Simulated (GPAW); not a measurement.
Runs of GPAW 26.7.0 on MnS. It takes space group Fm-3m (No. 225, cubic). The conventional cell has a = 5.209 Å, b = 5.209 Å, c = 5.209 Å, α = 90.00°, β = 90.00°, γ = 90.00°. Mn (site symmetry m-3m) is surrounded by 6 S at 2.60 Å. S (site symmetry m-3m) is surrounded by 6 Mn at 2.60 Å. 

```csv
task,level,potentials or basis,cell,k mesh,cutoff (eV),maxiter,band path,band points,convergence,exx fraction,mesh quality,gap on the mesh (eV),pressure (GPa),moment (μB)
band structure,optPBE-vdW,"GPAW PAW data sets (gpaw-data 1.2.1), pw",as given,7 × 7 × 7,600,150,"GXWKGLUWLK,UX",80,-,-,not flagged,-,-,4.66
single point,r2SCAN,"GPAW PAW data sets (gpaw-data 1.2.1), pw",as given,7 × 7 × 7,500,120,-,-,default,-,not flagged,none,0.9,(a)
hybrid scf,r2SCAN50+D4,"GPAW PAW data sets (gpaw-data 1.2.1), pw",as given,3 × 3 × 3,500,40,-,-,-,0.5,coarse,5.23,-,5.00
single point,PBEsol,"PAW data sets generated in the run's folder for this functional, pw","atoms moved at random, drawn with an rms of 0.05 Å",9 × 9 × 9,600,150,-,-,-,-,not flagged,none,-7.1,4.66
```

Alike in all rows: spin collinear, ferromagnetic start; smearing fermi-dirac 0.05 eV.

Task: Estimate the missing entries.

Result: (a) 4.96.

Caveats: some runs use coarse meshes; a cell with one magnetic atom can't hold antiferromagnetic order, which such compounds often take; the PAW data sets were made with another functional, which shifts forces and pressure a little (some runs); semilocal functionals often make such compounds metallic where correlation or magnetic order opens a gap, which also shifts bond lengths (some runs); the cutoff is short for stress and forces, so pressures can be off by a GPa or more (some runs); exact exchange converges slowly with the k mesh, and this mesh is small (some runs); the scaled meta-GGA exchange is a class typed in the script (some runs); an odd mesh through Γ misses points on the zone boundary, where band edges often lie (some runs).

A gap of «none» marks a metal or a gap under the smearing width.

Runs at the PBE level aren't shown here.
